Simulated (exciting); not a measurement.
## Mg: equation of state with PBEsol

The system is Mg.

```xyz
1
Lattice="-1.7728 1.7728 1.7728 1.7728 -1.7728 1.7728 1.7728 1.7728 -1.7728" Properties=species:S:1:pos:R:3 pbc="T T T"
Mg    0.0000    0.0000    0.0000
```

This isn't the form of Mg at room conditions, which is hcp.

```json
{
 "Program": "exciting (release sodium)",
 "Task": "equation of state",
 "Functional": "PBEsol",
 "Potentials or basis": "all-electron LAPW+lo, shipped species files, valence relativity iora*",
 "rgkmax": "7.5",
 "k mesh": "11 × 11 × 11",
 "Occupations": "fermi-dirac, width 0.05 eV",
 "Spin": "no spin polarisation"
}
```

- Equilibrium volume: 22.42 Å³/atom
- Bulk modulus: 38 GPa
- Pressure derivative of the bulk modulus: 2.9 (rough: it moves with the points fitted)

Energy against volume, from the lowest point:
```tsv
volume (Å³/atom)	energy (meV/atom)
20.948	12.21
21.394	5.72
21.839	1.72
22.285	0.00
22.731	0.37
23.176	2.87
23.622	6.99
```
